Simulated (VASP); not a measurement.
# Al2O3 (P-6m2) in VASP: a series of runs, part 2 of 2

VASP 6.6.1. The steps go on from the part before.

**3. Single point, r2SCAN**

POSCAR reads:

```
Al2O3
1.0
    2.8843200000      0.0000000000      0.0000000000
   -1.4421600000      2.4979000000      0.0000000000
    0.0000000000      0.0000000000      9.3367500000
Al O
2 3
Direct
    0.0000000000      0.0000000000      0.1499900000
    0.0000000000      0.0000000000      0.8500100000
    0.3333333333      0.6666666667      0.2223200000
    0.6666666667      0.3333333333      0.0000000000
    0.3333333333      0.6666666667      0.7776800000
```

INCAR.step1 reads:

```
SYSTEM = Al2O3
ALGO = Normal
EDIFF = 1E-4
ENCUT = 520
GGA = PE
ISMEAR = 0
LASPH = .True.
LCHARG = .False.
LREAL = .False.
LWAVE = .True.
NBANDS = 20
NELM = 100
PREC = Accurate
SIGMA = 0.01
```

INCAR.step2 reads:

```
SYSTEM = Al2O3
ALGO = Normal
EDIFF = 1E-6
ENCUT = 520
ISIF = 2
ISMEAR = 0
ISTART = 1
LASPH = .True.
LCHARG = .False.
LMIXTAU = .True.
LREAL = .False.
LWAVE = .False.
METAGGA = R2SCAN
NBANDS = 20
NELM = 100
PREC = Accurate
SIGMA = 0.01
```

KPOINTS reads:

```
k-points
0
Gamma
  5 5 2
  0 0 0
```

Potentials or basis: VASP PAW PBE potentials, release 64 (Al, O).

Command:

```console
$ cat potpaw_PBE.64/Al/POTCAR potpaw_PBE.64/O/POTCAR > POTCAR
$ cp INCAR.step1 INCAR
$ mpirun -np 1 vasp_std > vasp.out
$ cp INCAR.step2 INCAR
$ mpirun -np 1 vasp_std > vasp.out
```

OUTCAR:

```text
SYSTEM = Al2O3
   EDIFF = 1E-6
   ENCUT = 520
   ISIF = 2
   ISMEAR = 0
   ISTART = 1
   LASPH = .True.
   LREAL = .False.
   METAGGA = R2SCAN
   NELM = 100
   PREC = Accurate

 ion  position               nearest neighbor table
   1  0.000  0.000  0.150-   3 1.80   3 1.80   3 1.80   4 2.18   4 2.18   4 2.18   2 2.80
   2  0.000  0.000  0.850-   5 1.80   5 1.80   5 1.80   4 2.18   4 2.18   4 2.18   1 2.80
   3  0.333  0.667  0.222-   1 1.80   1 1.80   1 1.80
   4  0.667  0.333  0.000-   1 2.18   2 2.18   1 2.18   2 2.18   1 2.18   2 2.18
   5  0.333  0.667  0.778-   2 1.80   2 1.80   2 1.80

  LATTYP: Found a hexagonal cell.
 ALAT       =     2.8843200000
 C/A-ratio  =     3.2370714761

  Lattice vectors:

 A1 = (   2.8843200000,   0.0000000000,   0.0000000000)
 A2 = (  -1.4421600000,   2.4979000000,   0.0000000000)
 A3 = (   0.0000000000,   0.0000000000,   9.3367500000)

Analysis of symmetry for initial positions (statically):
=====================================================================
 Subroutine PRICEL returns:
 Original cell was already a primitive cell.

 Routine SETGRP: Setting up the symmetry group for a
 hexagonal supercell.

 Subroutine GETGRP returns: Found 12 space group operations
 (whereof 12 operations were pure point group operations)
 out of a pool of 24 trial point group operations.

The static configuration has the point symmetry D_3h.

Analysis of symmetry for dynamics (positions and initial velocities):
=====================================================================
 Subroutine PRICEL returns:
 Original cell was already a primitive cell.

 Routine SETGRP: Setting up the symmetry group for a
 hexagonal supercell.

 Subroutine GETGRP returns: Found 12 space group operations
 (whereof 12 operations were pure point group operations)
 out of a pool of 24 trial point group operations.

The dynamic configuration has the point symmetry D_3h.

 Subroutine INISYM returns: Found 12 space group operations
 (whereof 12 operations are pure point group operations),
 and found     1 'primitive' translations

----------------------------------------------------------------------------------------

                                     Primitive cell

  volume of cell :      67.2689

  direct lattice vectors                    reciprocal lattice vectors
     2.884320000  0.000000000  0.000000000     0.346702169  0.200168141  0.000000000
    -1.442160000  2.497900000  0.000000000     0.000000000  0.400336282  0.000000000
     0.000000000  0.000000000  9.336750000     0.000000000  0.000000000  0.107103650

  length of vectors
     2.884320000  2.884324856  9.336750000     0.400336956  0.400336282  0.107103650

  position of ions in fractional coordinates (direct lattice)
     0.000000000  0.000000000  0.149990000
     0.000000000  0.000000000  0.850010000
     0.333333333  0.666666667  0.222320000
     0.666666667  0.333333333  0.000000000
     0.333333333  0.666666667  0.777680000

  ion indices of the primitive-cell ions
   primitive index   ion index
                 1           1
[... 28 lines left out ...]

 Found     10 irreducible k-points:

 Following reciprocal coordinates:
            Coordinates               Weight
  0.000000  0.000000  0.000000      1.000000
  0.200000  0.000000  0.000000      6.000000
  0.400000  0.000000  0.000000      6.000000
  0.200000  0.200000  0.000000      6.000000
  0.400000  0.200000  0.000000      6.000000
  0.000000  0.000000  0.500000      1.000000
  0.200000  0.000000  0.500000      6.000000
  0.400000  0.000000  0.500000      6.000000
  0.200000  0.200000  0.500000      6.000000
  0.400000  0.200000  0.500000      6.000000
   k-points           NKPTS =     10   k-points in BZ     NKDIM =     10   number of bands    NBANDS=     20
   number of dos      NEDOS =    301   number of ions     NIONS =      5
   total plane-waves  NPLWV =  40320
   dimension x,y,z NGX =    24 NGY =   24 NGZ =   70
   dimension x,y,z NGXF=    48 NGYF=   48 NGZF=  140
   ions per type =               2   3
   NGX,Y,Z   is equivalent  to a cutoff of  13.83, 13.83, 12.46 a.u.
   NGXF,Y,Z  is equivalent  to a cutoff of  27.67, 27.67, 24.93 a.u.
 SYSTEM =  Al2O3
   PREC   = accura    normal or accurate (medium, high low for compatibility)
   ISTART =      1    job   : 0-new  1-cont  2-samecut
   ICHARG =      0    charge: 1-file 2-atom 10-const
   ISPIN  =      1    spin polarized calculation?
   LNONCOLLINEAR =      F non collinear calculations
   LSORBIT =      F    spin-orbit coupling
   LASPH  =      T    aspherical Exc in radial PAW
   ENCUT  =  520.0 eV  38.22 Ry    6.18 a.u.   5.36  5.36 17.36*2*pi/ulx,y,z
   NELM   =    100;   NELMIN=  2; NELMDL=  0     # of ELM steps
   EDIFF  = 0.1E-05   stopping-criterion for ELM
   LREAL  =      F    real-space projection
   EDIFFG = 0.1E-04   stopping-criterion for IOM
   NSW    =      0    number of steps for IOM
   IBRION =     -1    ionic relax: 0-MD 1-quasi-New 2-CG
   NFREE  =      0    steps in history (QN), initial steepest desc. (CG)
   ISIF   =      2    stress and relaxation
   ISYM   =      2    0-nonsym 1-usesym 2-fastsym
   POTIM  = 0.5000    time-step for ionic-motion
   TEBEG  =    0.0;   TEEND  =   0.0 temperature during run
   PSTRESS=    0.0 pullay stress
   NELECT =      24.0000    total number of electrons
   NUPDOWN=      -1.0000    fix difference up-down
   EMIN   =  10.00;   EMAX   =-10.00  energy-range for DOS
   EFERMI =   0.00;   METHOD = LEGACY
   ISMEAR =     0;   SIGMA  =   0.01  broadening in eV -4-tet -1-fermi 0-gaus
   EFERMI_NEDOS =   21; number of points for ismear=-14 and -15
   IALGO  =     38    algorithm
   IMIX   =      4    mixing-type and parameters
     AMIX     =   0.40;   BMIX     =  1.00
     AMIX_MAG =   1.60;   BMIX_MAG =  1.00
  volume/ion in A,a.u.               =      13.45        90.79
  Fermi-wavevector in a.u.,A,eV,Ry     =   1.161111  2.194182 18.343094  1.348179
  Thomas-Fermi vector in A             =   2.297687
   LORBIT       =      0    0 simple, 1 ext, 2 COOP (PROOUT), +10 PAW based schemes
   METAGGA = R2SCAN    functional components
   LHFCALC =     F    Hartree Fock is set to
   AEXX    =    0.0000 exact exchange contribution
   IVDW    =     0    specifies the selected vdW correction
   LEPSILON=     F    determine dielectric tensor
   LRPA    =     F    only Hartree local field effects (RPA)
 non-spin polarized calculation
 Gauss-broadening in eV      SIGMA  =   0.01
  energy-cutoff  :      520.00
  volume of cell :       67.27
 maximum number of plane-waves:      1846
 NGX is ok and might be reduce to    24
   NGX = 11   NGY = 11   NGZ = 35

 number of electron      23.9999981 magnetization

 Free energy of the ion-electron system (eV)
  ---------------------------------------------------
  ext. energy  EPLUGINS =         0.00000000
  ---------------------------------------------------
  free energy    TOTEN  =       -46.78771166 eV

  energy without entropy =      -46.78771166  energy(sigma->0) =      -46.78771166

 E-fermi :   0.5283     XC(G=0):  -8.7586

 val. band max:        0.4521187040   @ k =   0.2000   0.0000   0.0000
 cond. band min:       6.0628253961   @ k =   0.0000   0.0000   0.0000
 fundamental gap:      5.6107066921
 Fermi energy:         0.5282578364

 k-point     1 :       0.0000    0.0000    0.0000
  band No.  band energies     occupation
      1     -19.2041      2.00000
      2     -18.1591      2.00000
      3     -17.0381      2.00000
      4      -4.5669      2.00000
      5      -1.6395      2.00000
      6      -1.0593      2.00000
[... 219 lines left out ...]
     19      14.6598      0.00000
     20      14.8115      0.00000

------------------------ aborting loop because EDIFF is reached ----------------------------------------

  FORCE on cell =-STRESS in cart. coord.  units (eV):
  Direction    XX          YY          ZZ          XY          YZ          ZX
  --------------------------------------------------------------------------------------
  -------------------------------------------------------------------------------------
  Total       -2.2084905     -2.2085004     -1.4875000      0.0000000      0.0000000      0.0000000
  in kB      -52.6007457    -52.6009819    -35.4285455      0.0000000      0.0000000      0.0000000
  external PRESSURE =     -46.8767577 kB  Pullay stress =       0.0000000 kB

 VOLUME and BASIS-vectors are now :
 -----------------------------------------------------------------------------
  energy-cutoff  :      520.00
  volume of cell :       67.27
      direct lattice vectors                 reciprocal lattice vectors
     2.884320000  0.000000000  0.000000000     0.346702169  0.200168141  0.000000000
    -1.442160000  2.497900000  0.000000000     0.000000000  0.400336282  0.000000000
     0.000000000  0.000000000  9.336750000     0.000000000  0.000000000  0.107103650

 POSITION                                       TOTAL-FORCE (eV/Angst)
 -----------------------------------------------------------------------------------
      0.00000      0.00000      1.40042         0.000000     -0.000000      0.149413
      0.00000      0.00000      7.93633         0.000000     -0.000000     -0.149413
     -0.00000      1.66527      2.07575        -0.000000      0.000000     -0.437873
      1.44216      0.83263      0.00000         0.000000      0.000000      0.000000
     -0.00000      1.66527      7.26100        -0.000000     -0.000000      0.437873
 -----------------------------------------------------------------------------------
    total drift:                                0.000006     -0.000277      0.000000

  FREE ENERGIE OF THE ION-ELECTRON SYSTEM (eV)
  ---------------------------------------------------
  free  energy   TOTEN  =       -46.7877116617 eV

  energy  without entropy=      -46.7877116617  energy(sigma->0) =      -46.78771166
```

Run time: 51 s. Hardware: 1 thread of Intel Xeon Platinum 8488C (Sapphire Rapids), shared host; peak memory 0.19 GiB.

What came out:

```
Free energy            : -46.7877 eV
Pressure               : -4.7 GPa
Largest force          : 0.438 eV/Å
Band gap on the k mesh : 5.61 eV, indirect (least direct gap 5.83 eV)
```

Forces in eV/Å, atoms in the order of the input:
```
Al   0.000  0.000  0.149
Al   0.000  0.000 -0.149
O    0.000  0.000 -0.438
O    0.000  0.000  0.000
O    0.000  0.000  0.438
```

Stress tensor (GPa, compression positive):
```
-5.26  0.00  0.00
 0.00 -5.26  0.00
 0.00  0.00 -3.54
```

Levels at points of the mesh, in eV from the valence-band top:
| k point | band 9 | band 10 | band 11 | band 12 | band 13 | band 14 | band 15 | band 16 |
| --- | --- | --- | --- | --- | --- | --- | --- | --- |
| (0.00, 0.00, 0.00) | -1.26 | -0.55 | -0.55 | -0.22 | 5.61 | 8.30 | 8.77 | 10.13 |
| (0.00, 0.00, 0.50) | -1.26 | -0.55 | -0.55 | -0.26 | 5.74 | 7.88 | 8.90 | 10.47 |

Caveat: the k mesh is coarse (spacing up to 0.50 Å⁻¹), so the values aren't converged; the PAW data sets were made with another functional, which shifts forces and pressure a little; an odd mesh through Γ misses points on the zone boundary, where band edges often lie.
